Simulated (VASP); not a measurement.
A run of VASP 6.6.1 is set up as follows.

run.py

```python
from ase import Atoms
from ase.calculators.vasp import Vasp
from ase.eos import EquationOfState
from ase.io import Trajectory
from ase.units import GPa

atoms = Atoms(
    ['Hf', 'Hf'],
    cell=[[3.1967, 0.0, 0.0], [-1.59835, 2.7684234083, 0.0], [0.0, 0.0, 5.0578]],
    scaled_positions=[[0.6666666667, 0.3333333333, 0.75], [0.3333333333, 0.6666666667, 0.25]],
    pbc=True,
)
calc = Vasp(
    directory='calc',
    xc='r2scan',
    pp='PBE',
    setups='recommended',
    prec='Accurate',
    encut=520,
    ediff=1e-06,
    ismear=1,
    sigma=0.1,
    lreal=False,
    lasph=True,
    nelm=100,
    algo='All',
    isif=2,
    lwave=False,
    lcharg=False,
    lmixtau=True,
    kpts=[10, 10, 5],
    gamma=True,
)
atoms.calc = calc
cell = atoms.cell.copy()
volumes, energies = [], []
traj = Trajectory('eos.traj', 'w')
for x in [0.94, 0.96, 0.98, 1.0, 1.02, 1.04, 1.06]:
    atoms.set_cell(cell * x ** (1 / 3), scale_atoms=True)
    volumes.append(atoms.get_volume())
    energies.append(atoms.get_potential_energy())
    traj.write(atoms)
    print(f'{x:5.2f} {volumes[-1]:12.5f} {energies[-1]:14.6f}')

v0, e0, B = EquationOfState(volumes, energies, eos='murnaghan').fit()
print(f'V0 = {v0:.4f} A^3, E0 = {e0:.6f} eV, B = {B / GPa:.2f} GPa')
```

Potentials or basis: VASP PAW PBE potentials, release 64 (Hf_pv).

The run is started by

```console
$ python run.py
```

Predict the bulk modulus at fixed shape and positions.

110 GPa.

Predict the pressure derivative of the bulk modulus.

4.7 (rough: it moves with the points fitted).

Energy against volume, from the lowest point:
```
volume (Å³/atom)  energy (meV/atom)
          21.037              21.98
          21.485               7.32
          21.933               0.33
          22.380               0.00
          22.828               5.36
          23.276              16.00
          23.723              31.59
```

Caveat: the cell was scaled at fixed shape and fractional positions, which overstates the stiffness of a crystal with free parameters, most of all of layers and chains; the PAW data sets were made with another functional, which shifts forces and pressure a little. Spin-orbit coupling is left out, which matters for the levels of Hf.
